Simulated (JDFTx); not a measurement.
## Pd: equation of state with r2SCAN

Pd:

```xyz
1
Lattice="0.0000 1.9465 1.9465 1.9465 0.0000 1.9465 1.9465 1.9465 0.0000" Properties=species:S:1:pos:R:3 pbc="T T T"
Pd    0.0000    0.0000    0.0000
```

- Program: JDFTx 1.7.0 (patched build)
- Task: equation of state
- Functional: r2SCAN
- Potentials or basis: SG15-PBE-1.2 with smoothed tails
- Cutoff: 1088 eV
- Density cutoff: 4354 eV
- k mesh: 12 × 12 × 12
- Occupations: fermi-dirac, width 0.05 eV
- Spin: no spin polarisation
- Local potential set to -Z/r beyond: 6 bohr
- Bands: 15
- Density cutoff over wavefunction cutoff: 4
- Max SCF steps: 100
- SCF threshold on the energy: 1e-09 Ha
- Solver of the electrons: scf

```
Equilibrium volume                      : 14.82 Å³/atom
Bulk modulus                            : 191 GPa
Pressure derivative of the bulk modulus : 5.5
```

Energy against volume, from the lowest point:
```tsv
volume (Å³/atom)	energy (meV/atom)
13.865	41.93
14.160	18.99
14.455	5.38
14.750	0.00
15.045	1.84
15.340	10.00
15.635	23.73
```

Caveat: the potentials were made for another functional, which shifts forces and pressure. Zero-point motion and thermal expansion aren't in these numbers.
